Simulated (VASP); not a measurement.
Set up this calculation in VASP 6.6.1, as the native input.

* Task: relaxation of cell and atoms
* Functional: LDA
* Potentials or basis: VASP PAW LDA potentials, release 64 (Ir, O)
* Cutoff: 600 eV
* k mesh: 4 × 4 × 6
* Occupations: gaussian, width 0.1 eV
* Spin: no spin polarisation
* Dipole correction: no
* Further INCAR settings: ALGO = Normal; EDIFF = 1e-06; IBRION = 2; EDIFFG = -0.05; NSW = 100; ISIF = 3

The structure of IrO2 (lda) lies in POSCAR:

```
IrO2
1.0
    4.5051000000      0.0000000000      0.0000000000
    0.0000000000      4.5051000000      0.0000000000
    0.0000000000      0.0000000000      3.1586000000
Ir O
2 4
Direct
    0.0000000000      0.0000000000      0.0000000000
    0.5000000000      0.5000000000      0.5000000000
    0.3077000000      0.3077000000      0.0000000000
    0.1923000000      0.8077000000      0.5000000000
    0.6923000000      0.6923000000      0.0000000000
    0.8077000000      0.1923000000      0.5000000000
```

These files were run (other wordings do the same):

INCAR

```
SYSTEM = IrO2
ALGO = Normal
EDIFF = 1E-6
EDIFFG = -0.05
ENCUT = 600
GGA = CA
IBRION = 2
ISIF = 3
ISMEAR = 0
LASPH = .TRUE.
LCHARG = .FALSE.
LREAL = .FALSE.
LWAVE = .FALSE.
NELM = 100
NSW = 100
PREC = Accurate
SIGMA = 0.1
```

KPOINTS

```
k-points
0
G
  4 4 6
  0 0 0
```

Potentials or basis: VASP PAW LDA potentials, release 64 (Ir, O).

Run with:

```console
$ cat potpaw_LDA.64/Ir/POTCAR potpaw_LDA.64/O/POTCAR > POTCAR
$ mpirun -np 1 vasp_std > vasp.out
```

It gave:

```yaml
Relaxed_volume: 10.39 Å³/atom
Relaxed_cell: a = 4.448 Å, b = 4.448 Å, c = 3.151 Å, α = 90.00°, β = 90.00°, γ = 90.00°
Space_group_after_relaxing_to_0.05_Å: P4_2/mnm (No. 136)
Energy_gained_by_relaxing: 8.3 meV/atom
Ionic_steps: 8
Pressure_after_relaxing: 0.0 GPa
Band_gap_on_the_k_mesh: none (metal or under the smearing width)
```

It took 64 s on 1 thread of Intel(R) Xeon(R) 6975P-C (Granite Rapids) (shared host), peak memory 0.19 GiB.
